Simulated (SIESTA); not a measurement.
**MnO: equation of state with PBE**

Crystal: MnO.

```
Mn O
1.0
     0.00000    2.22391    2.22391
     2.22391    0.00000    2.22391
     2.22391    2.22391    0.00000
Mn O
1 1
Cartesian
  0.0000 0.0000 0.0000
  2.2239 2.2239 2.2239
```

The cell is a database's computed one.

| Property | Result |
| --- | --- |
| Program | SIESTA 5.4.2 |
| Task | equation of state |
| Functional | PBE |
| Potentials or basis | PseudoDojo 0.4 standard (PBE files) |
| Basis | DZP (energy shift 0.002 Ry) |
| Grid cutoff | 800 Ry |
| Energy shift | 0.002 Ry |
| k mesh | 10 × 10 × 10 |
| Occupations | fermi-dirac, width 0.05 eV |
| Spin | collinear spin, ferromagnetic start |
| Starting moments | [4.0, 0.0] μB |

```
Equilibrium volume                      : 11.15 Å³/atom
Bulk modulus                            : 121 GPa
Pressure derivative of the bulk modulus : 4.0 (rough: it moves with the points fitted)
```

Energy against volume, from the lowest point:
```
volume (Å³/atom)  energy (meV/atom)
          10.339              25.17
          10.559              12.99
          10.779               4.64
          10.999               0.64
          11.219               0.00
          11.439               2.39
          11.659               7.84
```

All runs of the series together: 11 min on 1 thread of Arm Neoverse V1 (shared host).

Caveat: semicore shells carry a single zeta, which can move pressures by several GPa and volumes by a few percent; the basis of atomic orbitals isn't converged, which shifts pressures, moduli and gaps.
